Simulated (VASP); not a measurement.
# Sc (Fm-3m) in VASP: further runs

Aim: see how the results for Sc move with the level of theory and the settings. Levels: PBEsol, PBE. Tasks: single point.

All numbers are computed with VASP 6.6.1; they aren't measurements. Logs are shortened: lines on timing, memory, paths and dates and some standing lists are left out, and cuts for length are marked.

### 1 Starting point

The structure is cubic, space group Fm-3m (No. 225). Conventional cell: a = 4.520 Å, b = 4.520 Å, c = 4.520 Å, α = 90.00°, β = 90.00°, γ = 90.00°. Around Sc (site symmetry m-3m) lie 12 Sc at 3.20 Å.

This isn't the form of Sc at room conditions, which is hcp.

### 2 Single point, PBEsol

File INCAR:

```
ALGO = Fast
EDIFF = 1E-6
ENCUT = 520
GGA = PS
ISIF = 2
ISMEAR = -1
LASPH = T
LCHARG = T
LELF = T
LREAL = F
LVHAR = T
LWAVE = F
NBANDS = 12
NELM = 100
PREC = Accurate
SIGMA = 0.05
```

File KPOINTS:

```
k-points
0
Gamma
  14 14 14
```

File POSCAR:

```
Sc
1.0
    0.0000000000      2.2600000000      2.2600000000
    2.2600000000      0.0000000000      2.2600000000
    2.2600000000      2.2600000000      0.0000000000
Sc
1
Direct
    0.0000000000      0.0000000000      0.0000000000
```

Potentials or basis: VASP PAW PBE potentials, release 64 (Sc_sv).

The run is started by

```
$ cat potpaw_PBE.64/Sc_sv/POTCAR > POTCAR
$ mpirun -np 1 vasp_std > vasp.out
```

OUTCAR:

```text
EDIFF = 1E-6
   ENCUT = 520
   GGA = PS
   ISIF = 2
   ISMEAR = -1
   LASPH = T
   LREAL = F
   NELM = 100
   PREC = Accurate

 ion  position               nearest neighbor table
   1  0.000  0.000  0.000-

  LATTYP: Found a face centered cubic cell.
 ALAT       =     4.5200000000

  Lattice vectors:

 A1 = (   0.0000000000,   2.2600000000,   2.2600000000)
 A2 = (   2.2600000000,   0.0000000000,   2.2600000000)
 A3 = (   2.2600000000,   2.2600000000,   0.0000000000)

Analysis of symmetry for initial positions (statically):
=====================================================================
 Subroutine PRICEL returns:
 Original cell was already a primitive cell.

 Routine SETGRP: Setting up the symmetry group for a
 face centered cubic supercell.

 Subroutine GETGRP returns: Found 48 space group operations
 (whereof 48 operations were pure point group operations)
 out of a pool of 48 trial point group operations.

The static configuration has the point symmetry O_h .

Analysis of symmetry for dynamics (positions and initial velocities):
=====================================================================
 Subroutine PRICEL returns:
 Original cell was already a primitive cell.

 Routine SETGRP: Setting up the symmetry group for a
 face centered cubic supercell.

 Subroutine GETGRP returns: Found 48 space group operations
 (whereof 48 operations were pure point group operations)
 out of a pool of 48 trial point group operations.

The dynamic configuration has the point symmetry O_h .

 Subroutine INISYM returns: Found 48 space group operations
 (whereof 48 operations are pure point group operations),
 and found     1 'primitive' translations

----------------------------------------------------------------------------------------

                                     Primitive cell

  volume of cell :      23.0864

  direct lattice vectors                    reciprocal lattice vectors
     0.000000000  2.260000000  2.260000000    -0.221238938  0.221238938  0.221238938
     2.260000000  0.000000000  2.260000000     0.221238938 -0.221238938  0.221238938
     2.260000000  2.260000000  0.000000000     0.221238938  0.221238938 -0.221238938

  length of vectors
     3.196122651  3.196122651  3.196122651     0.383197081  0.383197081  0.383197081

  position of ions in fractional coordinates (direct lattice)
     0.000000000  0.000000000  0.000000000

  ion indices of the primitive-cell ions
   primitive index   ion index
                 1           1

----------------------------------------------------------------------------------------

 KPOINTS: k-points

Automatic generation of k-mesh.
 Grid dimensions read from file:
 generate k-points for:   14   14   14

 Generating k-lattice:

  Cartesian coordinates                     Fractional coordinates (reciprocal lattice)
    -0.015802781  0.015802781  0.015802781     0.071428571  0.000000000  0.000000000
     0.015802781 -0.015802781  0.015802781     0.000000000  0.071428571  0.000000000
     0.015802781  0.015802781 -0.015802781     0.000000000  0.000000000  0.071428571

  Length of vectors
     0.027371220  0.027371220  0.027371220

  Shift w.r.t. Gamma in fractional coordinates (k-lattice)
     0.000000000  0.000000000  0.000000000

 Subroutine IBZKPT returns following result:
 ===========================================

 Found    104 irreducible k-points:

 Following reciprocal coordinates:
            Coordinates               Weight
  0.000000  0.000000  0.000000      1.000000
  0.071429  0.000000  0.000000      8.000000
  0.142857  0.000000  0.000000      8.000000
  0.214286  0.000000  0.000000      8.000000
  0.285714  0.000000  0.000000      8.000000
  0.357143  0.000000  0.000000      8.000000
[... 16 lines left out ...]
  0.214286  0.142857  0.000000     24.000000
  0.285714  0.142857  0.000000     24.000000
 [... further k-points ...]
   k-points           NKPTS =    104   k-points in BZ     NKDIM =    104   number of bands    NBANDS=     12
   number of dos      NEDOS =    301   number of ions     NIONS =      1
   total plane-waves  NPLWV =  13824
   dimension x,y,z NGX =    24 NGY =   24 NGZ =   24
   dimension x,y,z NGXF=    48 NGYF=   48 NGZF=   48
   ions per type =               1
   NGX,Y,Z   is equivalent  to a cutoff of  12.48, 12.48, 12.48 a.u.
   NGXF,Y,Z  is equivalent  to a cutoff of  24.97, 24.97, 24.97 a.u.
 SYSTEM =  unknown system
   PREC   = accura    normal or accurate (medium, high low for compatibility)
   ISTART =      0    job   : 0-new  1-cont  2-samecut
   ICHARG =      2    charge: 1-file 2-atom 10-const
   ISPIN  =      1    spin polarized calculation?
   LNONCOLLINEAR =      F non collinear calculations
   LSORBIT =      F    spin-orbit coupling
   LASPH  =      T    aspherical Exc in radial PAW
   ENCUT  =  520.0 eV  38.22 Ry    6.18 a.u.   5.94  5.94  5.94*2*pi/ulx,y,z
   NELM   =    100;   NELMIN=  2; NELMDL= -5     # of ELM steps
   EDIFF  = 0.1E-05   stopping-criterion for ELM
   LREAL  =      F    real-space projection
   EDIFFG = 0.1E-04   stopping-criterion for IOM
   NSW    =      0    number of steps for IOM
   IBRION =     -1    ionic relax: 0-MD 1-quasi-New 2-CG
   NFREE  =      0    steps in history (QN), initial steepest desc. (CG)
   ISIF   =      2    stress and relaxation
   ISYM   =      2    0-nonsym 1-usesym 2-fastsym
   POTIM  = 0.5000    time-step for ionic-motion
   TEBEG  =    0.0;   TEEND  =   0.0 temperature during run
   PSTRESS=    0.0 pullay stress
   NELECT =      11.0000    total number of electrons
   NUPDOWN=      -1.0000    fix difference up-down
   EMIN   =  10.00;   EMAX   =-10.00  energy-range for DOS
   EFERMI =   0.00;   METHOD = LEGACY
   ISMEAR =    -1;   SIGMA  =   0.05  broadening in eV -4-tet -1-fermi 0-gaus
   EFERMI_NEDOS =   21; number of points for ismear=-14 and -15
   IALGO  =     68    algorithm
   IMIX   =      4    mixing-type and parameters
     AMIX     =   0.40;   BMIX     =  1.00
     AMIX_MAG =   1.60;   BMIX_MAG =  1.00
  volume/ion in A,a.u.               =      23.09       155.79
  Fermi-wavevector in a.u.,A,eV,Ry     =   1.278657  2.416311 22.245021  1.634963
  Thomas-Fermi vector in A             =   2.411187
   LORBIT       =      0    0 simple, 1 ext, 2 COOP (PROOUT), +10 PAW based schemes
   GGA     = PS    functional components
   LHFCALC =     F    Hartree Fock is set to
   AEXX    =    0.0000 exact exchange contribution
   IVDW    =     0    specifies the selected vdW correction
   LEPSILON=     F    determine dielectric tensor
   LRPA    =     F    only Hartree local field effects (RPA)
 non-spin polarized calculation
 RMM-DIIS sequential band-by-band and
  energy-cutoff  :      520.00
  volume of cell :       23.09
 maximum number of plane-waves:       636
   NGX = 11   NGY = 11   NGZ = 11

 number of electron      11.0000000 magnetization

 Free energy of the ion-electron system (eV)
  ---------------------------------------------------
  ext. energy  EPLUGINS =         0.00000000
  ---------------------------------------------------
  free energy    TOTEN  =        -6.56519363 eV

  energy without entropy =       -6.55138901  energy(sigma->0) =       -6.55829132

 E-fermi :   4.0304     XC(G=0): -10.2574

 val. band max:        4.0294615124   @ k =   0.5000   0.1429   0.0000
 cond. band min:       4.0462744270   @ k =  -0.3571   0.4286   0.2143
 fundamental gap:      0.0168129145
 Fermi energy:         4.0303769078

 k-point     1 :       0.0000    0.0000    0.0000
  band No.  band energies     occupation
      1     -45.0198      2.00000
      2     -23.4808      2.00000
      3     -23.4808      2.00000
      4     -23.4808      2.00000
      5      -1.2934      2.00000
      6       5.6931      0.00000
      7       5.6931      0.00000
      8       5.6931      0.00000
      9       7.2025      0.00000
     10       7.2025      0.00000
     11      16.9102      0.00000
     12      20.5400      0.00000

 k-point     2 :       0.0714    0.0000    0.0000
  band No.  band energies     occupation
      1     -45.0159      2.00000
      2     -23.5065      2.00000
      3     -23.4840      2.00000
      4     -23.4840      2.00000
      5      -1.1557      2.00000
      6       5.5878      0.00000
      7       5.7454      0.00000
      8       5.7454      0.00000
      9       7.1647      0.00000
     10       7.1647      0.00000
     11      17.0519      0.00000
     12      19.4884      0.00000

 k-point     3 :       0.1429    0.0000    0.0000
  band No.  band energies     occupation
      1     -45.0048      2.00000
      2     -23.5781      2.00000
      3     -23.4931      2.00000
      4     -23.4931      2.00000
      5      -0.7557      2.00000
      6       5.3128      0.00000
      7       5.8654      0.00000
      8       5.8654      0.00000
      9       7.0995      0.00000
     10       7.0995      0.00000
     11      17.1414      0.00000
     12      18.0062      0.00000
[... 286 lines left out ...]
 k-point    23 :       0.2143    0.1429    0.0000
  band No.  band energies     occupation
      1     -44.9878      2.00000
      2     -23.6416      2.00000
      3     -23.5309      2.00000
      4     -23.5270      2.00000
      5      -0.1255      2.00000
      6       4.8497      0.00000
      7       6.0608      0.00000
      8       6.1806      0.00000
      9       6.5342      0.00000
     10       7.4661      0.00000
     11      17.1925      0.00000
     12      17.9621      0.00000

 k-point    24 :       0.2857    0.1429    0.0000
  band No.  band energies     occupation
      1     -44.9722      2.00000
      2     -23.7324      2.00000
      3     -23.5473      2.00000
      4     -23.5423      2.00000
      5       0.5211      2.00000
      6       4.5640      0.00005
      7       5.7669      0.00000
      8       6.2403      0.00000
      9       6.8885      0.00000
     10       7.6510      0.00000
     11      15.5545      0.00000
     12      17.7642      0.00000

 [... further k-points ...]
[... 5 lines left out ...]
  --------------------------------------------------------------------------------------
  -------------------------------------------------------------------------------------
  Total        0.1626579      0.1626579      0.1626579      0.0000000      0.0000000      0.0000000
  in kB       11.2883499     11.2883499     11.2883499      0.0000000      0.0000000      0.0000000
  external PRESSURE =      11.2883499 kB  Pullay stress =       0.0000000 kB

 VOLUME and BASIS-vectors are now :
 -----------------------------------------------------------------------------
  energy-cutoff  :      520.00
  volume of cell :       23.09
      direct lattice vectors                 reciprocal lattice vectors
     0.000000000  2.260000000  2.260000000    -0.221238938  0.221238938  0.221238938
     2.260000000  0.000000000  2.260000000     0.221238938 -0.221238938  0.221238938
     2.260000000  2.260000000  0.000000000     0.221238938  0.221238938 -0.221238938

 POSITION                                       TOTAL-FORCE (eV/Angst)
 -----------------------------------------------------------------------------------
      0.00000      0.00000      0.00000         0.000000      0.000000      0.000000
 -----------------------------------------------------------------------------------
    total drift:                                0.000000      0.000000      0.000000

  FREE ENERGIE OF THE ION-ELECTRON SYSTEM (eV)
  ---------------------------------------------------
  free  energy   TOTEN  =        -6.5651936332 eV

  energy  without entropy=       -6.5513890135  energy(sigma->0) =       -6.55829132
```

Wall time 13 s (1 thread of Intel Xeon Platinum 8488C (Sapphire Rapids), shared host); peak memory 0.15 GiB.

Results:

* Free energy: -6.5652 eV
* Pressure: 1.1 GPa
* Band gap on the k mesh: none (metal or under the smearing width)

Levels at points of the mesh, in eV from the Fermi level:
```tsv
k point	band 3	band 4	band 5	band 6	band 7	band 8
(0.00, 0.00, 0.00)	-27.51	-27.51	-5.32	1.66	1.66	1.66
(0.50, 0.00, 0.00)	-27.58	-27.58	-1.86	0.36	1.54	1.54
(0.50, 0.50, 0.00)	-27.69	-27.69	-1.67	-0.73	2.15	4.15
```

Caveat: the PAW data sets were made with another functional, which shifts forces and pressure a little.

### 3 Single point, PBE (volume scaled by 1.06)

File INCAR:

```
ALGO = Fast ; EDIFF = 1E-6
ENCUT = 520 ; GGA = PE
ISIF = 2 ; ISMEAR = -1
LASPH = T ; LCHARG = T
LELF = T ; LREAL = F
LVHAR = T ; LWAVE = F
NBANDS = 12 ; NELM = 100
PREC = Accurate ; SIGMA = 0.05
```

File KPOINTS:

```
k-points
0
Gamma
  10 10 10
```

File POSCAR:

```
Sc
1.0
    0.0000000000      2.3043249787      2.3043249787
    2.3043249787      0.0000000000      2.3043249787
    2.3043249787      2.3043249787      0.0000000000
Sc
1
Direct
    0.0000000000      0.0000000000      0.0000000000
```

Potentials or basis: VASP PAW PBE potentials, release 64 (Sc_sv).

The run is started by

```
$ cat potpaw_PBE.64/Sc_sv/POTCAR > POTCAR
$ mpirun -np 1 vasp_std > vasp.out
```

Run time: 5 s. Hardware: 1 thread of Intel Xeon 6975P-C (Granite Rapids), shared host; peak memory 0.14 GiB.

It converged, with:

| Item | Value |
| --- | --- |
| Free energy | -6.2074 eV |
| Pressure | 0.4 GPa |
| Band gap on the k mesh | none (metal or under the smearing width) |

Levels at points of the mesh, in eV from the Fermi level:
| k point | band 3 | band 4 | band 5 | band 6 | band 7 | band 8 |
| --- | --- | --- | --- | --- | --- | --- |
| (0.00, 0.00, 0.00) | -27.83 | -27.83 | -5.20 | 1.59 | 1.59 | 1.59 |
| (0.50, 0.00, 0.00) | -27.88 | -27.88 | -1.77 | 0.24 | 1.48 | 1.48 |
| (0.50, 0.50, 0.00) | -27.97 | -27.97 | -1.53 | -0.63 | 1.94 | 3.88 |

### 4 Single point, PBE (volume scaled by 0.98)

File INCAR:

```
SYSTEM = Sc
ALGO = Fast
EDIFF = 1E-7
ENCUT = 520
GGA = PE
ISIF = 2
ISMEAR = -1
LASPH = .TRUE.
LCHARG = .FALSE.
LREAL = .FALSE.
LWAVE = .FALSE.
NBANDS = 12
NELM = 100
PREC = Accurate
SIGMA = 0.05
```

File KPOINTS:

```
k-points
0
G
  10 10 10
  0 0 0
```

File POSCAR:

```
Sc
1.0
    0.0000000000      2.2448317577      2.2448317577
    2.2448317577      0.0000000000      2.2448317577
    2.2448317577      2.2448317577      0.0000000000
Sc
1
Direct
    0.0000000000      0.0000000000      0.0000000000
```

The run is started by

```
$ cat potpaw_PBE.64/Sc_sv/POTCAR > POTCAR
$ mpirun -np 1 vasp_std > vasp.out
```

It took 5.1 s on 1 thread of Intel Xeon 6975P-C (Granite Rapids), shared host; peak memory 0.14 GiB.

It converged, with:

| Item | Value |
| --- | --- |
| Free energy | -6.1758 eV |
| Pressure | 5.1 GPa |
| Band gap on the k mesh | none (metal or under the smearing width) |

Levels at points of the mesh, in eV from the Fermi level:
```tsv
k point	band 2	band 3	band 4	band 5	band 6	band 7	band 8	band 9
(0.00, 0.00, 0.00)	-27.56	-27.56	-27.56	-5.34	1.70	1.70	1.70	3.25
(0.50, 0.00, 0.00)	-28.09	-27.63	-27.63	-1.86	0.41	1.58	1.58	4.25
(0.50, 0.50, 0.00)	-28.06	-27.75	-27.75	-1.70	-0.74	2.24	4.25	4.51
```

### 5 Overview

```tsv
level	cell	k mesh	further INCAR settings	gap on the mesh (eV)	pressure (GPa)
PBEsol	as given	14 × 14 × 14	ALGO = Fast; EDIFF = 1e-06; NBANDS = 12	none	1.1
PBE	volume scaled by 1.06	10 × 10 × 10	ALGO = Fast; EDIFF = 1e-06; NBANDS = 12	none	0.4
PBE	volume scaled by 0.98	10 × 10 × 10	ALGO = Fast; EDIFF = 1e-07; NBANDS = 12	none	5.1
```

Alike in all rows: task single point; potentials or basis VASP PAW PBE potentials, release 64 (Sc_sv); no spin polarisation; cutoff (eV) 520; smearing fermi-dirac 0.05 eV.

Caveats: the PAW data sets were made with another functional, which shifts forces and pressure a little (some runs).

Absolute energies hang on the potentials; compare differences alone.
